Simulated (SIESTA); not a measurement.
## Bi under changes of volume

One of the cells (31.739 Å³/atom); the others are scaled copies at fixed shape and fractional positions:

```
CELL_PARAMETERS angstrom
-1.99455 1.99455 1.99455
1.99455 -1.99455 1.99455
1.99455 1.99455 -1.99455
ATOMIC_POSITIONS crystal
Bi 0.00000 0.00000 0.00000
```

This isn't the form of Bi at room conditions, which is rhombohedral.

| Quantity | Value |
| --- | --- |
| Program | SIESTA 5.4.2 |
| Functional | PBE |
| Potentials or basis | PseudoDojo 0.4 standard (PBE files) |
| Basis | DZP (energy shift 0.002 Ry) |
| Grid cutoff | 500 Ry |
| Energy shift | 0.002 Ry |
| k mesh | 9 × 9 × 9 |
| Occupations | fermi-dirac, width 0.05 eV |
| Spin | no spin polarisation |

| volume (Å³/atom) | energy over the lowest point (meV/atom) | pressure (GPa) |
| --- | --- | --- |
| 29.250 | ? | ? |
| 29.872 | 35.15 | 4.9 |
| 30.495 | 18.80 | 3.5 |
| 31.739 | 1.73 | 1.0 |
| 32.362 | 0.00 | 0.0 |
| 32.984 | 1.95 | -0.9 |

Question: What does the run at 29.250 Å³/atom give?

Answer: Energy over the lowest point 57.65 meV/atom; pressure 6.6 GPa.

Worked out: A Birch-Murnaghan fit of order 3 (a polynomial in V^(-2/3)) to the other rows has its minimum at 32.33 Å³/atom with B0 = V·E''(V) = 51 GPa and B' = 5.1. It gives 57.62 meV/atom at 29.250 Å³/atom, against the run's 57.65, and -dE/dV = 6.6 GPa, against 6.6.

Energies are extrapolated to zero smearing.

Caveats: semicore shells carry a single zeta, which can move pressures by several GPa and volumes by a few percent; the basis of atomic orbitals isn't converged, which shifts pressures, moduli and gaps.
